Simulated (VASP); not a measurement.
# Ru (P6_3/mmc) in VASP: notebook

Runs on Ru. Level: PBE. Tasks: relaxation of shape and atoms at fixed volume.

Everything below comes from runs of VASP 6.6.1. Logs are shortened: lines on timing, memory, paths and dates and some standing lists are left out, and cuts for length are marked.

**1. Starting point**

It takes space group P6_3/mmc (No. 194, hexagonal). Conventional cell: a = 2.711 Å, b = 2.711 Å, c = 4.276 Å, α = 90.00°, β = 90.00°, γ = 120.00°. Around Ru (site symmetry -6m2) lie 12 Ru at 2.65 to 2.71 Å.

**2. Relaxation of shape and atoms at fixed volume, PBE**

Contents of INCAR:

```
ALGO     = Normal         # electronic algorithm
EDIFF    = 1E-7           # SCF threshold, eV
EDIFFG   = -0.01          # ionic threshold
ENCUT    = 300            # plane-wave cutoff, eV
GGA      = PE             # functional
IBRION   = 2              # ionic algorithm
ISIF     = 4              # what is computed and relaxed
ISMEAR   = 1              # smearing method
LASPH    = True           # aspherical terms in the spheres
LCHARG   = False          # write CHGCAR
LREAL    = False          # projectors in reciprocal space
LWAVE    = False          # write WAVECAR
NELM     = 80             # most SCF steps
NSW      = 40             # ionic steps
PREC     = Accurate       # precision mode
SIGMA    = 0.1            # smearing width, eV
```

Contents of KPOINTS:

```
k-points
0
Gamma
  8 8 5
```

Contents of POSCAR:

```
Ru                                      
1.0
    2.7114543643      0.0000000000      0.0000000000
   -1.3557271821      2.3481883607      0.0000000000
    0.0000000000      0.0000000000      4.2756781195
  Ru            
     2
Direct
     0.3333333332999970    0.6666666667000030    0.2500000000000000
     0.6666666667000030    0.3333333332999970    0.7500000000000000
```

Potentials or basis: VASP PAW PBE potentials, release 64 (Ru).

Started as:

```
> cat potpaw_PBE.64/Ru/POTCAR > POTCAR
> mpirun -np 1 vasp_std > vasp.out
```

OUTCAR:

```text
EDIFF = 1E-7
   EDIFFG = -0.01
   ENCUT = 300
   GGA = PE
   IBRION = 2
   ISIF = 4
   ISMEAR = 1
   LASPH = True
   LREAL = False
   NELM = 80
   NSW = 40
   PREC = Accurate

 ion  position               nearest neighbor table
   1  0.333  0.667  0.250-   2 2.65   2 2.65   2 2.65   2 2.65   2 2.65   2 2.65
   2  0.667  0.333  0.750-   1 2.65   1 2.65   1 2.65   1 2.65   1 2.65   1 2.65

  LATTYP: Found a hexagonal cell.
 ALAT       =     2.7114543643
 C/A-ratio  =     1.5768947380

  Lattice vectors:

 A1 = (   2.7114543643,   0.0000000000,   0.0000000000)
 A2 = (  -1.3557271821,   2.3481883607,   0.0000000000)
 A3 = (   0.0000000000,   0.0000000000,   4.2756781195)

Analysis of symmetry for initial positions (statically):
=====================================================================
 Subroutine PRICEL returns:
 Original cell was already a primitive cell.

 Routine SETGRP: Setting up the symmetry group for a
 hexagonal supercell.

 Subroutine GETGRP returns: Found 24 space group operations
 (whereof 12 operations were pure point group operations)
 out of a pool of 24 trial point group operations.

The static configuration has the point symmetry D_3d.
 The point group associated with its full space group is D_6h.

Analysis of symmetry for dynamics (positions and initial velocities):
=====================================================================
 Subroutine PRICEL returns:
 Original cell was already a primitive cell.

 Routine SETGRP: Setting up the symmetry group for a
 hexagonal supercell.

 Subroutine GETGRP returns: Found 24 space group operations
 (whereof 12 operations were pure point group operations)
 out of a pool of 24 trial point group operations.

The dynamic configuration has the point symmetry D_3d.
 The point group associated with its full space group is D_6h.

 Subroutine INISYM returns: Found 24 space group operations
 (whereof 12 operations are pure point group operations),
 and found     1 'primitive' translations

----------------------------------------------------------------------------------------

                                     Primitive cell

  volume of cell :      27.2233

  direct lattice vectors                    reciprocal lattice vectors
     2.711454364  0.000000000  0.000000000     0.368805765  0.212930107  0.000000000
    -1.355727182  2.348188361  0.000000000     0.000000000  0.425860215  0.000000000
     0.000000000  0.000000000  4.275678120     0.000000000  0.000000000  0.233881029

  length of vectors
     2.711454364  2.711454364  4.275678120     0.425860215  0.425860215  0.233881029

  position of ions in fractional coordinates (direct lattice)
     0.333333333  0.666666667  0.250000000
     0.666666667  0.333333333  0.750000000

  ion indices of the primitive-cell ions
   primitive index   ion index
                 1           1
                 2           2

----------------------------------------------------------------------------------------

 KPOINTS: k-points

Automatic generation of k-mesh.
 Grid dimensions read from file:
 generate k-points for:    8    8    5

 Generating k-lattice:

  Cartesian coordinates                     Fractional coordinates (reciprocal lattice)
     0.046100721  0.026616263  0.000000000     0.125000000  0.000000000  0.000000000
     0.000000000  0.053232527  0.000000000     0.000000000  0.125000000  0.000000000
     0.000000000  0.000000000  0.046776206     0.000000000  0.000000000  0.200000000

  Length of vectors
     0.053232527  0.053232527  0.046776206

  Shift w.r.t. Gamma in fractional coordinates (k-lattice)
     0.000000000  0.000000000  0.000000000

 Subroutine IBZKPT returns following result:
 ===========================================

 Found     30 irreducible k-points:

 Following reciprocal coordinates:
            Coordinates               Weight
  0.000000  0.000000  0.000000      1.000000
  0.125000 -0.000000  0.000000      6.000000
  0.250000 -0.000000  0.000000      6.000000
  0.375000 -0.000000  0.000000      6.000000
  0.500000 -0.000000  0.000000      3.000000
  0.125000  0.125000  0.000000      6.000000
[... 16 lines left out ...]
  0.250000 -0.000000  0.400000     12.000000
  0.375000 -0.000000  0.400000     12.000000
 [... further k-points ...]
   k-points           NKPTS =     30   k-points in BZ     NKDIM =     30   number of bands    NBANDS=     12
   number of dos      NEDOS =    301   number of ions     NIONS =      2
   total plane-waves  NPLWV =   6144
   dimension x,y,z NGX =    16 NGY =   16 NGZ =   24
   dimension x,y,z NGXF=    32 NGYF=   32 NGZF=   48
   ions per type =               2
   NGX,Y,Z   is equivalent  to a cutoff of   9.81,  9.81,  9.33 a.u.
   NGXF,Y,Z  is equivalent  to a cutoff of  19.62, 19.62, 18.66 a.u.
 SYSTEM =  unknown system
   PREC   = accura    normal or accurate (medium, high low for compatibility)
   ISTART =      0    job   : 0-new  1-cont  2-samecut
   ICHARG =      2    charge: 1-file 2-atom 10-const
   ISPIN  =      1    spin polarized calculation?
   LNONCOLLINEAR =      F non collinear calculations
   LSORBIT =      F    spin-orbit coupling
   LASPH  =      T    aspherical Exc in radial PAW
   ENCUT  =  300.0 eV  22.05 Ry    4.70 a.u.   3.83  3.83  6.04*2*pi/ulx,y,z
   NELM   =     80;   NELMIN=  2; NELMDL= -5     # of ELM steps
   EDIFF  = 0.1E-06   stopping-criterion for ELM
   LREAL  =      F    real-space projection
   EDIFFG = -.1E-01   stopping-criterion for IOM
   NSW    =     40    number of steps for IOM
   IBRION =      2    ionic relax: 0-MD 1-quasi-New 2-CG
   NFREE  =      1    steps in history (QN), initial steepest desc. (CG)
   ISIF   =      4    stress and relaxation
   ISYM   =      2    0-nonsym 1-usesym 2-fastsym
   POTIM  = 0.5000    time-step for ionic-motion
   TEBEG  =    0.0;   TEEND  =   0.0 temperature during run
   PSTRESS=    0.0 pullay stress
   NELECT =      16.0000    total number of electrons
   NUPDOWN=      -1.0000    fix difference up-down
   EMIN   =  10.00;   EMAX   =-10.00  energy-range for DOS
   EFERMI =   0.00;   METHOD = LEGACY
   ISMEAR =     1;   SIGMA  =   0.10  broadening in eV -4-tet -1-fermi 0-gaus
   EFERMI_NEDOS =   21; number of points for ismear=-14 and -15
   IALGO  =     38    algorithm
   IMIX   =      4    mixing-type and parameters
     AMIX     =   0.40;   BMIX     =  1.00
     AMIX_MAG =   1.60;   BMIX_MAG =  1.00
  volume/ion in A,a.u.               =      13.61        91.86
  Fermi-wavevector in a.u.,A,eV,Ry     =   1.371307  2.591395 25.585529  1.880483
  Thomas-Fermi vector in A             =   2.497016
   LORBIT       =      0    0 simple, 1 ext, 2 COOP (PROOUT), +10 PAW based schemes
   GGA     = PE    functional components
   LHFCALC =     F    Hartree Fock is set to
   AEXX    =    0.0000 exact exchange contribution
   IVDW    =     0    specifies the selected vdW correction
   LEPSILON=     F    determine dielectric tensor
   LRPA    =     F    only Hartree local field effects (RPA)
 conjugate gradient relaxation of ions
 non-spin polarized calculation
 Methfessel and Paxton  Order N= 1 SIGMA  =   0.10
  energy-cutoff  :      300.00
  volume of cell :       27.22
 maximum number of plane-waves:       332
 NGX is ok and might be reduce to    16
   NGX =  7   NGY =  7   NGZ = 13

 number of electron      15.9999999 magnetization

 Free energy of the ion-electron system (eV)
  ---------------------------------------------------
  ext. energy  EPLUGINS =         0.00000000
  ---------------------------------------------------
  free energy    TOTEN  =       -18.55054289 eV

  energy without entropy =      -18.54973212  energy(sigma->0) =      -18.55027263

 E-fermi :  12.5125     XC(G=0): -13.7994

 val. band max:       12.5061710580   @ k =   0.1250  -0.0000   0.4000
 cond. band min:      12.5169648154   @ k =   0.3750  -0.0000   0.4000
 fundamental gap:      0.0107937573
 Fermi energy:        12.5124694809

 k-point     1 :       0.0000    0.0000    0.0000
  band No.  band energies     occupation
      1       4.5405      2.00000
      2       6.3327      2.00000
      3       9.9221      2.00000
      4       9.9221      2.00000
      5      10.1252      2.00000
      6      10.6062      2.00000
      7      10.6062      2.00000
      8      11.0880      2.00000
      9      11.0880      2.00000
     10      13.6702     -0.00000
     11      13.6702     -0.00000
     12      13.8278     -0.00000

 k-point     2 :       0.1250   -0.0000    0.0000
  band No.  band energies     occupation
      1       5.0946      2.00000
      2       6.7333      2.00000
      3       9.2529      2.00000
      4      10.3562      2.00000
      5      10.3807      2.00000
      6      10.4196      2.00000
      7      10.7501      2.00000
      8      10.7677      2.00000
      9      11.0268      2.00000
     10      11.6923      2.00000
     11      13.8638     -0.00000
     12      16.6977      0.00000

 k-point     3 :       0.2500   -0.0000    0.0000
  band No.  band energies     occupation
      1       6.3584      2.00000
      2       7.1875      2.00000
      3       8.7119      2.00000
      4       8.9257      2.00000
      5      10.1460      2.00000
      6      10.1535      2.00000
      7      10.9884      2.00000
      8      11.6285      2.00000
      9      11.8889      2.00000
     10      12.1582      2.00001
     11      14.1706     -0.00000
     12      19.8759      0.00000
[... 286 lines left out ...]
 k-point    23 :       0.2500   -0.0000    0.4000
  band No.  band energies     occupation
      1       6.9478      2.00000
      2       7.6394      2.00000
      3       8.2334      2.00000
      4       8.9027      2.00000
      5       9.8328      2.00000
      6      10.5587      2.00000
      7      10.6332      2.00000
      8      11.2172      2.00000
      9      12.6270     -0.06878
     10      13.3573     -0.00000
     11      13.4146     -0.00000
     12      15.2634      0.00000

 k-point    24 :       0.3750   -0.0000    0.4000
  band No.  band energies     occupation
      1       6.5123      2.00000
      2       6.9959      2.00000
      3       7.9885      2.00000
      4       8.5128      2.00000
      5      10.8014      2.00000
      6      11.3099      2.00000
      7      11.9975      2.00000
      8      12.5170      0.92400
      9      13.4959     -0.00000
     10      13.8195     -0.00000
     11      14.1179     -0.00000
     12      16.2967      0.00000

 [... further k-points ...]
[... 5 lines left out ...]
  --------------------------------------------------------------------------------------
  -------------------------------------------------------------------------------------
  Total        0.0041177      0.0041177      0.0044629      0.0000000      0.0000000     -0.0000000
  in kB        0.2423389      0.2423389      0.2626544      0.0000000      0.0000000     -0.0000000
  external PRESSURE =       0.2491107 kB  Pullay stress =       0.0000000 kB

 VOLUME and BASIS-vectors are now :
 -----------------------------------------------------------------------------
  energy-cutoff  :      300.00
  volume of cell :       27.22
      direct lattice vectors                 reciprocal lattice vectors
     2.711454364  0.000000000  0.000000000     0.368805765  0.212930107  0.000000000
    -1.355727182  2.348188361  0.000000000     0.000000000  0.425860215  0.000000000
     0.000000000  0.000000000  4.275678120     0.000000000  0.000000000  0.233881029

 POSITION                                       TOTAL-FORCE (eV/Angst)
 -----------------------------------------------------------------------------------
     -0.00000      1.56546      1.06892         0.000000     -0.000000      0.000000
      1.35573      0.78273      3.20676        -0.000000      0.000000      0.000000
 -----------------------------------------------------------------------------------
    total drift:                               -0.000000      0.000000     -0.000000

  FREE ENERGIE OF THE ION-ELECTRON SYSTEM (eV)
  ---------------------------------------------------
  free  energy   TOTEN  =       -18.5505428891 eV

  energy  without entropy=      -18.5497321205  energy(sigma->0) =      -18.55027263

 reached required accuracy - stopping structural energy minimisation
```

It took 5.5 s on 1 thread of Intel Xeon Platinum 8259CL at 2.50GHz (Skylake/Cascade Lake), shared host; peak memory 0.11 GiB.

What came out:

```yaml
Free_energy: -18.5505 eV
Pressure_after_relaxing: 0.0 GPa
Band_gap_on_the_k_mesh: none (metal or under the smearing width)
```

Final structure:
```
Ru
1.0
     2.71145    0.00000    0.00000
    -1.35573    2.34819    0.00000
     0.00000    0.00000    4.27568
Ru
2
Cartesian
  0.0000 1.5655 1.0689
  1.3557 0.7827 3.2068
```

Levels at points of the mesh, in eV from the Fermi level:
```tsv
k point	band 5	band 6	band 7	band 8	band 9	band 10	band 11	band 12
(0.00, 0.00, 0.00)	-2.39	-1.91	-1.91	-1.42	-1.42	1.16	1.16	1.32
(0.50, 0.00, 0.00)	-2.06	-1.81	-1.51	1.38	1.81	1.90	4.02	6.07
```

Caveat: the relaxation stopped at its first step, so nothing moved.

**3. Relaxation of shape and atoms at fixed volume, PBE (a relaxed cell with its volume scaled by 1.02)**

INCAR is that of step 2.

KPOINTS is that of step 2.

Contents of POSCAR:

```
Ru                                      
1.0
    2.7294115390      0.0000000000      0.0000000000
   -1.3647057695      2.3637397302      0.0000000000
    0.0000000000      0.0000000000      4.3039946939
  Ru            
     2
Direct
     0.3333333332999970    0.6666666667000030    0.2500000000000000
     0.6666666667000030    0.3333333332999970    0.7500000000000000
```

Potentials or basis: VASP PAW PBE potentials, release 64 (Ru).

Started as:

```
> cat potpaw_PBE.64/Ru/POTCAR > POTCAR
> mpirun -np 1 vasp_std > vasp.out
```

It took 11 s on 1 thread of Intel Xeon Platinum 8259CL at 2.50GHz (Skylake/Cascade Lake), shared host; peak memory 0.11 GiB.

The run converged. Its results:

| Quantity | Value |
| --- | --- |
| Free energy | -18.5420 eV |
| Energy gained by relaxing | 0.0 meV/atom |
| Ionic steps | 3 |
| Pressure after relaxing | -6.0 GPa |
| Band gap on the k mesh | none (metal or under the smearing width) |

Final structure:
```
CELL_PARAMETERS angstrom
2.73030 0.00000 0.00000
-1.36515 2.36451 0.00000
0.00000 0.00000 4.30119
ATOMIC_POSITIONS crystal
Ru 0.33333 0.66667 0.25000
Ru 0.66667 0.33333 0.75000
```

Levels at points of the mesh, in eV from the Fermi level:
```
           k point  band 5  band 6  band 7  band 8  band 9  band 10  band 11  band 12
(0.00, 0.00, 0.00)   -2.31   -1.85   -1.85   -1.39   -1.39     1.13     1.13     1.31
(0.50, 0.00, 0.00)   -2.00   -1.77   -1.46    1.33    1.74     1.84     3.92     5.93
```

**4. Relaxation of shape and atoms at fixed volume, PBE (a relaxed cell with its volume scaled by 1.04)**

INCAR is that of step 3.

KPOINTS is that of step 3.

Contents of POSCAR:

```
Ru                                      
1.0
    2.7471354872      0.0000000000      0.0000000000
   -1.3735677436      2.3790891196      0.0000000000
    0.0000000000      0.0000000000      4.3319434945
  Ru            
     2
Direct
     0.3333333332999970    0.6666666667000030    0.2500000000000000
     0.6666666667000030    0.3333333332999970    0.7500000000000000
```

Started as:

```
> cat potpaw_PBE.64/Ru/POTCAR > POTCAR
> mpirun -np 1 vasp_std > vasp.out
```

Run time: 17 s. Hardware: 1 thread of Intel Xeon Platinum 8259CL at 2.50GHz (Skylake/Cascade Lake), shared host; peak memory 0.11 GiB.

Results (log left out):

```
Free energy               : -18.5142 eV
Energy gained by relaxing : 0.0 meV/atom
Ionic steps               : 3
Pressure after relaxing   : -11.4 GPa
Band gap on the k mesh    : none (metal or under the smearing width)
```

Final structure:
```
Ru
1.0
     2.74895    0.00000    0.00000
    -1.37447    2.38066    0.00000
     0.00000    0.00000    4.32624
Ru
2
Cartesian
  0.0000 1.5871 1.0816
  1.3745 0.7936 3.2447
```

Levels at points of the mesh, in eV from the Fermi level:
| k point | band 5 | band 6 | band 7 | band 8 | band 9 | band 10 | band 11 | band 12 |
| --- | --- | --- | --- | --- | --- | --- | --- | --- |
| (0.00, 0.00, 0.00) | -2.23 | -1.79 | -1.79 | -1.35 | -1.35 | 1.09 | 1.09 | 1.31 |
| (0.50, 0.00, 0.00) | -1.94 | -1.74 | -1.42 | 1.28 | 1.68 | 1.78 | 3.82 | 5.79 |

(Continued in part 2 of 2.)
